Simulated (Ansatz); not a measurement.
Cell and atoms are relaxed with the symmetry kept. Start:

```xyz
4
Lattice="5.3463 0.0000 0.0000 0.0000 4.7257 0.0000 0.0000 0.0000 14.9990" Properties=species:S:1:pos:R:3 pbc="T T T"
Rb    1.3468    1.1814   13.2433
Rb    1.3264    3.5443    5.7438
Rb    4.0199    1.1814    9.2552
Rb    3.9995    3.5443    1.7557
```

The calculation used DFT PBE, scalar-relativistic, plane waves, PAW (Ansatz).

Plane waves to 420 eV, a k mesh through Γ of 8×10×4 on the computed 4-atom cell and Gaussian smearing (0.10 eV); no spin polarisation.

Question: What does it relax to?

Answer: The volume decreases by 0.52 Å³/atom to 94.22 Å³/atom, and the energy falls by 6.7 meV/atom. Final structure:
```cif
data_structure
_symmetry_space_group_name_H-M 'Cmcm'
_symmetry_Int_Tables_number 63
_cell_length_a 4.7826
_cell_length_b 16.0245
_cell_length_c 4.9177
_cell_angle_alpha 90.000
_cell_angle_beta 90.000
_cell_angle_gamma 90.000
_cell_volume 376.89
loop_
_atom_site_label
_atom_site_type_symbol
_atom_site_symmetry_multiplicity
_atom_site_Wyckoff_symbol
_atom_site_fract_x
_atom_site_fract_y
_atom_site_fract_z
_atom_site_occupancy
Rb1 Rb 4 c 0.50000 0.36840 0.75000 1
```

This form isn't the element's structure at ambient conditions.

Cost: 1 run of about 4.2 core-minutes, on Arm Neoverse V1 (shared hosts).